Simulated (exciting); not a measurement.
CdTe under changes of volume

One of the cells (32.922 Å³/atom); the others are scaled copies at fixed shape and fractional positions:

```
Te Cd
1.0
     0.00000    3.20500    3.20500
     3.20500    0.00000    3.20500
     3.20500    3.20500    0.00000
Te Cd
1 1
Direct
  0.75000 0.75000 0.75000
  0.00000 0.00000 0.00000
```

* Program: exciting (release sodium)
* Functional: PBE
* Potentials or basis: all-electron LAPW+lo, shipped species files, valence relativity iora*
* rgkmax: 9
* k mesh: 7 × 7 × 7
* Occupations: fermi-dirac, width 0.05 eV
* Spin: no spin polarisation

```tsv
volume (Å³/atom)	energy over the lowest point (meV/atom)	gap on the mesh (eV)
30.947	109.91	1.06
31.605	79.84	0.99
32.263	54.78	0.93
32.922	34.78	0.87
33.580	19.20	0.81
34.239	?	?
34.897	0.00	0.69
```

Q: What does the run at 34.239 Å³/atom give?

A: Energy over the lowest point 7.64 meV/atom; gap on the mesh 0.75 eV.

Worked out: A Birch-Murnaghan fit of order 3 (a polynomial in V^(-2/3)) to the other rows has no minimum within the range. It gives 7.69 meV/atom at 34.239 Å³/atom, against the run's 7.64. A straight line through the other rows of the gap, of slope -3.05 eV per unit of ln V (its deformation potential), gives 0.75 eV, against the run's 0.75.

Energies are extrapolated to zero smearing.

Caveats: spin-orbit coupling is left out, which moves the levels of the heavy elements.
